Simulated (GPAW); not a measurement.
**Sn: Fermi surface with r2SCAN**

The system is Sn.

```
Sn
1.0
    -1.72654    1.77555    2.33834
     1.72654   -1.77555    2.33834
     1.72654    1.77555   -2.33834
Sn
1
Direct
  0.00000 0.00000 0.00000
```

This isn't the form of Sn at room conditions, which is tetragonal (white tin).

```yaml
Program: GPAW 26.7.0
Task: Fermi surface
Functional: r2SCAN
Potentials_or_basis: GPAW PAW data sets (gpaw-data 1.2.1)
Cutoff: 510 eV
Basis: pw
k_mesh: 11 × 11 × 11
Occupations: fermi-dirac, width 0.05 eV
Spin: no spin polarisation
Maxiter: 150
Fermi_k_mesh: 18 × 18 × 18
```

| Item | Value |
| --- | --- |
| Pressure | -2.7 GPa |
| Band gap on the k mesh | none (metal or under the smearing width) |

Stress tensor (GPa, compression positive):
```
-2.16  0.00  0.00
 0.00 -3.61  0.00
 0.00  0.00 -2.43
```

Levels at points of the mesh, in eV from the Fermi level:
```csv
k point,band 5,band 6,band 7,band 8,band 9,band 10
"(0.00, 0.00, 0.00)",-22.17,-11.31,7.47,7.62,8.06,11.43
```

Run time: 4.9 min on 1 thread of Intel(R) Xeon(R) 6975P-C (Granite Rapids) (shared host), peak memory 0.55 GiB.

Caveat: the cutoff is short for stress and forces, so pressures can be off by a GPa or more; the PAW data sets were made with another functional, which shifts forces and pressure a little.
